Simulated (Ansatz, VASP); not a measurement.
Ti in VASP and in Ansatz

The input INCAR:

```
SYSTEM = Ti
PREC = Accurate
ENCUT = 520
EDIFF = 1E-7
ISMEAR = -1
SIGMA = 0.05
LREAL = .FALSE.
LASPH = .TRUE.
NELM = 100
ALGO = Normal
ISIF = 2
LWAVE = .FALSE.
LCHARG = .FALSE.
GGA = PE
NBANDS = 25
```

File KPOINTS:

```
Automatic mesh
0
G
  7 7 9
  0 0 0
```

POSCAR

```
Ti
1.0
    4.6274787604      0.0000000000      0.0000000000
   -2.3137393802      4.0075141620      0.0000000000
    0.0000000000      0.0000000000      2.8634359596
Ti
3
Direct
    0.6666666667      0.3333333333      0.5000000000
    0.3333333333      0.6666666667      0.5000000000
    0.0000000000      0.0000000000      0.0000000000
```

File input.yaml:

```yaml
crystal:
  lattice:
    - [4.6274787604, 0.0, 0.0]
    - [-2.3137393802, 4.007514162, 0.0]
    - [0.0, 0.0, 2.8634359596]
  atoms:
    - { symbol: Ti, position: [0.6666666667, 0.3333333333, 0.5] }
    - { symbol: Ti, position: [0.3333333333, 0.6666666667, 0.5] }
    - { symbol: Ti, position: [0.0, 0.0, 0.0] }
hamiltonian:
  xc: pbe
  pseudopotentials: { kind: paw }
kpoints:
  mp_grid: { grid: [7, 7, 9] }
scf:
  occupations: { method: fermi_dirac, width: 0.05 }
output:
  forces: true
  stress: true
  eigenvalues: true
  write_density: true
  write_potential: true
  elf: true
  volumetric_format: npy
```

Change from the starting cell: volume scaled by 1.04.

Alike in both runs: task single point; functional PBE; k mesh 7 × 7 × 9; occupations fermi-dirac, width 0.05 eV; no spin polarisation.

```csv
,VASP,Ansatz
version,VASP 6.6.1,Ansatz 0.2.0
potentials or method,"VASP PAW PBE potentials, release 64 (Ti_sv)",Ansatz PAW
plane-wave cutoff (eV),520,420
valence electrons in the cell,36,36
```

VASP gave:

| Item | Value |
| --- | --- |
| gap on the k mesh at the Fermi level (eV) | none |
| pressure (GPa) | -3.6 |
| largest component of the traceless stress (GPa) | 0.23 |

Estimate Ansatz's values.

gap on the k mesh at the Fermi level (eV): none; pressure (GPa): -3.4; largest component of the traceless stress (GPa): 0.23.

A gap of «none» marks a metal or a gap that the smearing closes.
